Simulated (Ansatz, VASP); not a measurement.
## BeSe: VASP beside Ansatz

File INCAR:

```
SYSTEM = BeSe
ALGO = Normal
EDIFF = 1E-8
ENCUT = 520
GGA = PE
ISIF = 2
ISMEAR = 0
LASPH = .True.
LCHARG = .False.
LEFG = .True.
LREAL = Auto
LWAVE = .False.
NBANDS = 46
NELM = 100
PREC = Accurate
SIGMA = 0.01
```

File KPOINTS:

```
k-points
0
Gamma
  3 3 3
  0 0 0
```

POSCAR

```
BeSe
1.0
    0.0000000000      5.1679374764      5.1679374764
    5.1679374764      0.0000000000      5.1679374764
    5.1679374764      5.1679374764      0.0000000000
Be Se
8 8
Direct
    0.0000000000      0.0000000000      0.0000000000
    0.0000000000      0.0000000000      0.5000000000
    0.0000000000      0.5000000000      0.0000000000
    0.0000000000      0.5000000000      0.5000000000
    0.5000000000      0.0000000000      0.0000000000
    0.5000000000      0.0000000000      0.5000000000
    0.5000000000      0.5000000000      0.0000000000
    0.5000000000      0.5000000000      0.5000000000
    0.3750000000      0.3750000000      0.3750000000
    0.3750000000      0.3750000000      0.8750000000
    0.3750000000      0.8750000000      0.3750000000
    0.3750000000      0.8750000000      0.8750000000
    0.8750000000      0.3750000000      0.3750000000
    0.8750000000      0.3750000000      0.8750000000
    0.8750000000      0.8750000000      0.3750000000
    0.8750000000      0.8750000000      0.8750000000
```

Input for Ansatz:

```yaml
crystal:
  lattice:
    - [0.0, 5.1679374764, 5.1679374764]
    - [5.1679374764, 0.0, 5.1679374764]
    - [5.1679374764, 5.1679374764, 0.0]
  atoms:
    - { symbol: Be, position: [0.0, 0.0, 0.0] }
    - { symbol: Be, position: [0.0, 0.0, 0.5] }
    - { symbol: Be, position: [0.0, 0.5, 0.0] }
    - { symbol: Be, position: [0.0, 0.5, 0.5] }
    - { symbol: Be, position: [0.5, 0.0, 0.0] }
    - { symbol: Be, position: [0.5, 0.0, 0.5] }
    - { symbol: Be, position: [0.5, 0.5, 0.0] }
    - { symbol: Be, position: [0.5, 0.5, 0.5] }
    - { symbol: Se, position: [0.375, 0.375, 0.375] }
    - { symbol: Se, position: [0.375, 0.375, 0.875] }
    - { symbol: Se, position: [0.375, 0.875, 0.375] }
    - { symbol: Se, position: [0.375, 0.875, 0.875] }
    - { symbol: Se, position: [0.875, 0.375, 0.375] }
    - { symbol: Se, position: [0.875, 0.375, 0.875] }
    - { symbol: Se, position: [0.875, 0.875, 0.375] }
    - { symbol: Se, position: [0.875, 0.875, 0.875] }
kpoints:
  mp_grid: { grid: [3, 3, 3] }
scf:
  occupations: { method: fixed }
hamiltonian:
  xc: pbe
  pseudopotentials: { kind: paw }
output:
  forces: true
  efg: { quadrupole_moments_barn: { Be: 0.05288 }, contact_densities: true }
  core_levels:
    shells: { Se: "3d" }
    counted_from: valence_top
    eps_inf: [5.995, 5.995, 5.995]
```

Alike in both runs: task electric field gradients; functional PBE; k mesh 3 × 3 × 3; no spin polarisation.

|  | VASP | Ansatz |
| --- | --- | --- |
| version | VASP 6.6.1 | Ansatz 0.2.0 |
| potentials or method | VASP PAW PBE potentials, release 64 (Be, Se) | plane-wave PAW, scalar-relativistic |
| plane-wave cutoff (eV) | 520 | 420 |
| occupations | gaussian, width 0.01 eV | fixed |
| valence electrons in the cell | 64 | 144 |

```csv
,VASP,Ansatz,Ansatz less VASP
gap on the k mesh at the Fermi level (eV),2.65,2.66,+0.011
Vzz of the field gradient on the site that differs most (V/Å²),0.0,0.0,0.00
```

The two sets of potentials don't hold the same shells in valence.

A hybrid or GW would open this gap; PBE tends to underestimate it.
